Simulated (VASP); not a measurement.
Here is a VASP 6.6.1 calculation.

The input INCAR:

```
PREC     = Accurate       # precision mode
ENCUT    = 520            # plane-wave cutoff, eV
EDIFF    = 1E-7           # SCF threshold, eV
ISMEAR   = 0              # smearing method
SIGMA    = 0.15           # smearing width, eV
LREAL    = F              # projectors in reciprocal space
LASPH    = T              # aspherical terms in the spheres
NELM     = 60             # most SCF steps
ALGO     = Fast           # electronic algorithm
ISIF     = 2              # what is computed and relaxed
LWAVE    = F              # write WAVECAR
LCHARG   = F              # write CHGCAR
GGA      = PE             # functional
NBANDS   = 11             # bands
```

Contents of KPOINTS:

```
regular mesh
0
Gamma
  15 15 12
```

The input POSCAR:

```
Ba
1.0
    4.3116136979      0.0000000000      0.0000000000
   -2.1558068490      3.7339669937      0.0000000000
    0.0000000000      0.0000000000      3.9134133000
Ba
1
Direct
    0.0000000000      0.0000000000      0.0000000000
```

Potentials or basis: VASP PAW PBE potentials, release 64 (Ba_sv).

The run is started by

```sh
$ cat potpaw_PBE.64/Ba_sv/POTCAR > POTCAR
$ mpirun -np 1 vasp_std > vasp.out
```

Q: Predict the band gap on the k mesh.

A: None (metal or under the smearing width).

Q: Estimate the pressure.

A: 0.0 GPa.

Stress tensor (GPa, compression positive):
```
-0.25  0.00  0.00
 0.00 -0.25  0.00
 0.00  0.00  0.48
```

Spin-orbit coupling is left out, which matters for the levels of Ba.
